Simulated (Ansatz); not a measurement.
A run of Ansatz 0.2.0 is set up as follows.

Contents of input.yaml:

```yaml
crystal:
  lattice:
    - [0.0, 2.04275, 2.04275]
    - [2.04275, 0.0, 2.04275]
    - [2.04275, 2.04275, 0.0]
  atoms:
    - { symbol: Ag, position: [0.0, 0.0, 0.0] }
hamiltonian:
  xc: pbe
  pseudopotentials: { kind: paw }
kpoints:
  mp_grid: { grid: [11, 11, 11] }
  band_path:
    path:
      - [[0.0, 0.0, 0.0], [0.5, 0.0, 0.5], [0.5, 0.25, 0.75], [0.375, 0.375, 0.75], [0.0, 0.0, 0.0], [0.5, 0.5, 0.5], [0.625, 0.25, 0.625], [0.5, 0.25, 0.75], [0.5, 0.5, 0.5], [0.375, 0.375, 0.75]]
      - [[0.625, 0.25, 0.625], [0.5, 0.0, 0.5]]
    npoints: 14
scf:
  occupations: { method: fermi_dirac, width: 0.05 }
  n_extra_bands: 6
output:
  forces: true
  stress: true
  eigenvalues: true
  fatbands: false
  write_density: true
  write_potential: true
  elf: true
  volumetric_format: npy
```

Potentials or basis: Ansatz PAW.

Launch:

```sh
$ ansatz run input.yaml --threads 2 --pin off --max-ram 5632MiB --backend cpu --events-out ev --progress --plain --runs-dir out
```

Estimate the pressure.

4.4 GPa.

Estimate the band gap on the k mesh.

none (metal or under the smearing width).

Levels at the corners of the path, in eV from the Fermi level:
| point | band 5 | band 6 | band 7 | band 8 | band 9 | band 10 | band 11 | band 12 | band 13 | band 14 |
| --- | --- | --- | --- | --- | --- | --- | --- | --- | --- | --- |
| Γ | -8.03 | -5.04 | -5.04 | -5.04 | -4.00 | -4.00 | 15.64 | 19.22 | 19.22 | 19.22 |
| X | -6.68 | -6.54 | -3.23 | -2.99 | -2.99 | 1.35 | 6.50 | 10.40 | 10.40 | 16.85 |
| W | -5.93 | -5.31 | -5.31 | -3.99 | -2.99 | 5.71 | 5.71 | 6.74 | 7.94 | 22.27 |
| K | -6.25 | -5.82 | -4.32 | -3.78 | -3.28 | 4.04 | 5.01 | 6.90 | 12.51 | 16.51 |
| Γ | -8.03 | -5.04 | -5.04 | -5.04 | -4.00 | -4.00 | 15.64 | 19.22 | 19.22 | 19.22 |
| L | -6.64 | -5.06 | -5.06 | -3.20 | -3.20 | -0.66 | 3.36 | 14.91 | 17.56 | 17.56 |
| U | -6.25 | -5.82 | -4.32 | -3.78 | -3.28 | 4.04 | 5.01 | 6.90 | 12.51 | 16.51 |
| W | -5.93 | -5.31 | -5.31 | -3.99 | -2.99 | 5.71 | 5.71 | 6.74 | 7.94 | 22.27 |
| L | -6.64 | -5.06 | -5.06 | -3.20 | -3.20 | -0.66 | 3.36 | 14.91 | 17.56 | 17.56 |
| K | -6.25 | -5.82 | -4.32 | -3.78 | -3.28 | 4.04 | 5.01 | 6.90 | 12.51 | 16.51 |
| U | -6.25 | -5.82 | -4.32 | -3.78 | -3.28 | 4.04 | 5.01 | 6.90 | 12.51 | 16.51 |
| X | -6.68 | -6.54 | -3.23 | -2.99 | -2.99 | 1.35 | 6.50 | 10.40 | 10.40 | 16.85 |
